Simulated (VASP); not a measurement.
# Cu (Fm-3m) in VASP: relaxation of cell and atoms with r2SCAN

Aim: the relaxation of cell and atoms of Cu with r2SCAN.

Everything below comes from runs of VASP 6.6.1. Logs are shortened: lines on timing, memory, paths and dates and some standing lists are left out, and cuts for length are marked.

## 1. Starting point

It takes space group Fm-3m (No. 225, cubic). Conventional cell: a = 3.630 Å, b = 3.630 Å, c = 3.630 Å, α = 90.00°, β = 90.00°, γ = 90.00°. Cu (site symmetry m-3m) has 12 Cu at 2.57 Å as nearest neighbours.

The cell was built by a generator and needn't be a form met in nature.

## 2. Relaxation of cell and atoms, r2SCAN

File INCAR:

```
ALGO = Normal
EDIFF = 1E-6
EDIFFG = -0.01
ENCUT = 600
IBRION = 2
ISIF = 3
ISMEAR = 1
KPAR = 8
LASPH = True
LCHARG = False
LMIXTAU = True
LREAL = False
LWAVE = False
METAGGA = R2SCAN
NELM = 100
NSW = 60
PREC = Accurate
SIGMA = 0.2
```

File KPOINTS:

```
k-points
0
Gamma
  24 24 24
```

File POSCAR:

```
Cu
1.0
    0.0000000000      1.8150000000      1.8150000000
    1.8150000000      0.0000000000      1.8150000000
    1.8150000000      1.8150000000      0.0000000000
Cu
1
Direct
    0.0000000000      0.0000000000      0.0000000000
```

Potentials or basis: VASP PAW PBE potentials, release 64 (Cu).

Started as:

```
> cat potpaw_PBE.64/Cu/POTCAR > POTCAR
> mpirun -np 8 vasp_std > vasp.out
```

OUTCAR:

```text
EDIFF = 1E-6
   EDIFFG = -0.01
   ENCUT = 600
   IBRION = 2
   ISIF = 3
   ISMEAR = 1
   LASPH = True
   LREAL = False
   METAGGA = R2SCAN
   NELM = 100
   NSW = 60
   PREC = Accurate

 ion  position               nearest neighbor table
   1  0.000  0.000  0.000-

  LATTYP: Found a face centered cubic cell.
 ALAT       =     3.6300000000

  Lattice vectors:

 A1 = (   0.0000000000,   1.8150000000,   1.8150000000)
 A2 = (   1.8150000000,   0.0000000000,   1.8150000000)
 A3 = (   1.8150000000,   1.8150000000,   0.0000000000)

Analysis of symmetry for initial positions (statically):
=====================================================================
 Subroutine PRICEL returns:
 Original cell was already a primitive cell.

 Routine SETGRP: Setting up the symmetry group for a
 face centered cubic supercell.

 Subroutine GETGRP returns: Found 48 space group operations
 (whereof 48 operations were pure point group operations)
 out of a pool of 48 trial point group operations.

The static configuration has the point symmetry O_h .

Analysis of symmetry for dynamics (positions and initial velocities):
=====================================================================
 Subroutine PRICEL returns:
 Original cell was already a primitive cell.

 Routine SETGRP: Setting up the symmetry group for a
 face centered cubic supercell.

 Subroutine GETGRP returns: Found 48 space group operations
 (whereof 48 operations were pure point group operations)
 out of a pool of 48 trial point group operations.

The dynamic configuration has the point symmetry O_h .

 Subroutine INISYM returns: Found 48 space group operations
 (whereof 48 operations are pure point group operations),
 and found     1 'primitive' translations

----------------------------------------------------------------------------------------

                                     Primitive cell

  volume of cell :      11.9580

  direct lattice vectors                    reciprocal lattice vectors
     0.000000000  1.815000000  1.815000000    -0.275482094  0.275482094  0.275482094
     1.815000000  0.000000000  1.815000000     0.275482094 -0.275482094  0.275482094
     1.815000000  1.815000000  0.000000000     0.275482094  0.275482094 -0.275482094

  length of vectors
     2.566797616  2.566797616  2.566797616     0.477148983  0.477148983  0.477148983

  position of ions in fractional coordinates (direct lattice)
     0.000000000  0.000000000  0.000000000

  ion indices of the primitive-cell ions
   primitive index   ion index
                 1           1

----------------------------------------------------------------------------------------

 KPOINTS: k-points

Automatic generation of k-mesh.
 Grid dimensions read from file:
 generate k-points for:   24   24   24

 Generating k-lattice:

  Cartesian coordinates                     Fractional coordinates (reciprocal lattice)
    -0.011478421  0.011478421  0.011478421     0.041666667  0.000000000  0.000000000
     0.011478421 -0.011478421  0.011478421     0.000000000  0.041666667  0.000000000
     0.011478421  0.011478421 -0.011478421     0.000000000  0.000000000  0.041666667

  Length of vectors
     0.019881208  0.019881208  0.019881208

  Shift w.r.t. Gamma in fractional coordinates (k-lattice)
     0.000000000  0.000000000  0.000000000

 Subroutine IBZKPT returns following result:
 ===========================================

 Found    413 irreducible k-points:

 Following reciprocal coordinates:
            Coordinates               Weight
  0.000000  0.000000  0.000000      1.000000
  0.041667  0.000000  0.000000      8.000000
  0.083333  0.000000  0.000000      8.000000
  0.125000  0.000000  0.000000      8.000000
  0.166667  0.000000  0.000000      8.000000
  0.208333  0.000000  0.000000      8.000000
[... 16 lines left out ...]
  0.416667  0.041667  0.000000     24.000000
  0.458333  0.041667  0.000000     24.000000
 [... further k-points ...]
   k-points           NKPTS =    413   k-points in BZ     NKDIM =    413   number of bands    NBANDS=      9
   number of dos      NEDOS =    301   number of ions     NIONS =      1
   total plane-waves  NPLWV =  13824
   dimension x,y,z NGX =    24 NGY =   24 NGZ =   24
   dimension x,y,z NGXF=    48 NGYF=   48 NGZF=   48
   ions per type =               1
   NGX,Y,Z   is equivalent  to a cutoff of  15.54, 15.54, 15.54 a.u.
   NGXF,Y,Z  is equivalent  to a cutoff of  31.09, 31.09, 31.09 a.u.
 SYSTEM =  unknown system
   PREC   = accura    normal or accurate (medium, high low for compatibility)
   ISTART =      0    job   : 0-new  1-cont  2-samecut
   ICHARG =      2    charge: 1-file 2-atom 10-const
   ISPIN  =      1    spin polarized calculation?
   LNONCOLLINEAR =      F non collinear calculations
   LSORBIT =      F    spin-orbit coupling
   LASPH  =      T    aspherical Exc in radial PAW
   ENCUT  =  600.0 eV  44.10 Ry    6.64 a.u.   5.13  5.13  5.13*2*pi/ulx,y,z
   NELM   =    100;   NELMIN=  2; NELMDL= -5     # of ELM steps
   EDIFF  = 0.1E-05   stopping-criterion for ELM
   LREAL  =      F    real-space projection
   EDIFFG = -.1E-01   stopping-criterion for IOM
   NSW    =     60    number of steps for IOM
   IBRION =      2    ionic relax: 0-MD 1-quasi-New 2-CG
   NFREE  =      1    steps in history (QN), initial steepest desc. (CG)
   ISIF   =      3    stress and relaxation
   ISYM   =      2    0-nonsym 1-usesym 2-fastsym
   POTIM  = 0.5000    time-step for ionic-motion
   TEBEG  =    0.0;   TEEND  =   0.0 temperature during run
   PSTRESS=    0.0 pullay stress
   NELECT =      11.0000    total number of electrons
   NUPDOWN=      -1.0000    fix difference up-down
   EMIN   =  10.00;   EMAX   =-10.00  energy-range for DOS
   EFERMI =   0.00;   METHOD = LEGACY
   ISMEAR =     1;   SIGMA  =   0.20  broadening in eV -4-tet -1-fermi 0-gaus
   EFERMI_NEDOS =   21; number of points for ismear=-14 and -15
   IALGO  =     38    algorithm
   IMIX   =      4    mixing-type and parameters
     AMIX     =   0.40;   BMIX     =  1.00
     AMIX_MAG =   1.60;   BMIX_MAG =  1.00
  volume/ion in A,a.u.               =      11.96        80.70
  Fermi-wavevector in a.u.,A,eV,Ry     =   1.592157  3.008740 34.490258  2.534962
  Thomas-Fermi vector in A             =   2.690585
   LORBIT       =      0    0 simple, 1 ext, 2 COOP (PROOUT), +10 PAW based schemes
   METAGGA = R2SCAN    functional components
   LHFCALC =     F    Hartree Fock is set to
   AEXX    =    0.0000 exact exchange contribution
   IVDW    =     0    specifies the selected vdW correction
   LEPSILON=     F    determine dielectric tensor
   LRPA    =     F    only Hartree local field effects (RPA)
 conjugate gradient relaxation of ions
 non-spin polarized calculation
 Methfessel and Paxton  Order N= 1 SIGMA  =   0.20
  energy-cutoff  :      600.00
  volume of cell :       11.96
 maximum number of plane-waves:       415
 NGX is ok and might be reduce to    24
   NGX = 11   NGY = 11   NGZ = 11

--------------------------------------- Ionic step        1  -------------------------------------------

 number of electron      10.9999998 magnetization

 Free energy of the ion-electron system (eV)
  ---------------------------------------------------
  ext. energy  EPLUGINS =         0.00000000
  ---------------------------------------------------
  free energy    TOTEN  =       -10.81925515 eV

  energy without entropy =      -10.81992077  energy(sigma->0) =      -10.81947702

------------------------ aborting loop because EDIFF is reached ----------------------------------------

  FORCE on cell =-STRESS in cart. coord.  units (eV):
  Direction    XX          YY          ZZ          XY          YZ          ZX
  --------------------------------------------------------------------------------------
  -------------------------------------------------------------------------------------
  Total       -0.4387665     -0.4387665     -0.4387665     -0.0000000     -0.0000000      0.0000000
  in kB      -58.7873935    -58.7873935    -58.7873935     -0.0000000     -0.0000000      0.0000000
  external PRESSURE =     -58.7873935 kB  Pullay stress =       0.0000000 kB
[... 55 lines left out ...]
  energy  without entropy=      -10.8250108716  energy(sigma->0) =      -10.82478700

--------------------------------------- Ionic step        3  -------------------------------------------

 number of electron      10.9999998 magnetization

 Free energy of the ion-electron system (eV)
  ---------------------------------------------------
  ext. energy  EPLUGINS =         0.00000000
  ---------------------------------------------------
  free energy    TOTEN  =       -10.82806822 eV

  energy without entropy =      -10.82853394  energy(sigma->0) =      -10.82822346

 E-fermi :   7.7520     XC(G=0): -13.9284

 val. band max:        7.7347707947   @ k =   0.5000   0.1667   0.0417
 cond. band min:       7.8086244974   @ k =   0.5000   0.2500   0.0833
 fundamental gap:      0.0738537027
 Fermi energy:         7.7520177056

 k-point     1 :       0.0000    0.0000    0.0000
  band No.  band energies     occupation
      1      -2.1466      2.00000
      2       4.5180      2.00000
      3       4.5180      2.00000
      4       4.5180      2.00000
      5       5.3695      2.00000
      6       5.3695      2.00000
      7      31.3477      0.00000
      8      34.5999      0.00000
      9      34.5999      0.00000
[... 265 lines left out ...]
 k-point    24 :       0.4583    0.0417    0.0000
  band No.  band energies     occupation
      1       2.3147      2.00000
      2       4.4584      2.00000
      3       4.5091      2.00000
      4       5.5381      2.00000
      5       5.9690      2.00000
      6       6.5122      2.00000
      7      12.7079      0.00000
      8      29.5106      0.00000
      9      30.4099      0.00000

 [... further k-points ...]

------------------------ aborting loop because EDIFF is reached ----------------------------------------

  FORCE on cell =-STRESS in cart. coord.  units (eV):
  Direction    XX          YY          ZZ          XY          YZ          ZX
  --------------------------------------------------------------------------------------
  -------------------------------------------------------------------------------------
  Total       -0.0073159     -0.0073159     -0.0073159      0.0000000      0.0000000      0.0000000
  in kB       -1.0199994     -1.0199994     -1.0199994      0.0000000      0.0000000      0.0000000
  external PRESSURE =      -1.0199994 kB  Pullay stress =       0.0000000 kB
[... 16 lines left out ...]
  FREE ENERGIE OF THE ION-ELECTRON SYSTEM (eV)
  ---------------------------------------------------
  free  energy   TOTEN  =       -10.8280682202 eV

  energy  without entropy=      -10.8285339446  energy(sigma->0) =      -10.82822346

 reached required accuracy - stopping structural energy minimisation
```

It took 46 s on 8 MPI ranks of Intel Xeon 6975P-C (Granite Rapids), shared host; peak memory 0.2 GiB.

Results:

* Free energy: -10.8281 eV
* Relaxed volume: 11.49 Å³/atom
* Relaxed cell: a = 2.533 Å, b = 2.533 Å, c = 2.533 Å, α = 60.00°, β = 60.00°, γ = 60.00°
* Space group after relaxing (to 0.05 Å): Fm-3m (No. 225)
* Energy gained by relaxing: 8.8 meV/atom
* Ionic steps: 3
* Pressure after relaxing: -0.1 GPa
* Band gap on the k mesh: none (metal or under the smearing width)

Step by step:
| step | energy change (eV) | largest force (eV/Å) | pressure (GPa) | volume (Å³) |
| --- | --- | --- | --- | --- |
| 1 | 0.0000 | 0.0000 | -5.88 | 11.96 |
| 2 | -0.0054 | 0.0000 | 4.04 | 11.21 |
| 3 | -0.0088 | 0.0000 | -0.10 | 11.49 |

Final structure:
```cif
data_structure
_symmetry_space_group_name_H-M 'P 1'
_symmetry_Int_Tables_number 1
_cell_length_a 2.5330
_cell_length_b 2.5330
_cell_length_c 2.5330
_cell_angle_alpha 60.000
_cell_angle_beta 60.000
_cell_angle_gamma 60.000
_cell_volume 11.49
loop_
_atom_site_label
_atom_site_type_symbol
_atom_site_fract_x
_atom_site_fract_y
_atom_site_fract_z
_atom_site_occupancy
Cu1 Cu 0.00000 0.00000 0.00000 1
```

Levels at points of the mesh, in eV from the Fermi level:
```
           k point  band 3  band 4  band 5  band 6  band 7  band 8  band 9
(0.00, 0.00, 0.00)   -3.23   -3.23   -2.38   -2.38   23.60   26.85   26.85
(0.50, 0.00, 0.00)   -3.28   -1.77   -1.77   -1.14    4.10   22.09   23.57
(0.50, 0.50, 0.00)   -1.80   -1.61   -1.61    1.55    7.62   13.97   13.97
```

Caveat: the PAW data sets were made with another functional, which shifts forces and pressure a little.
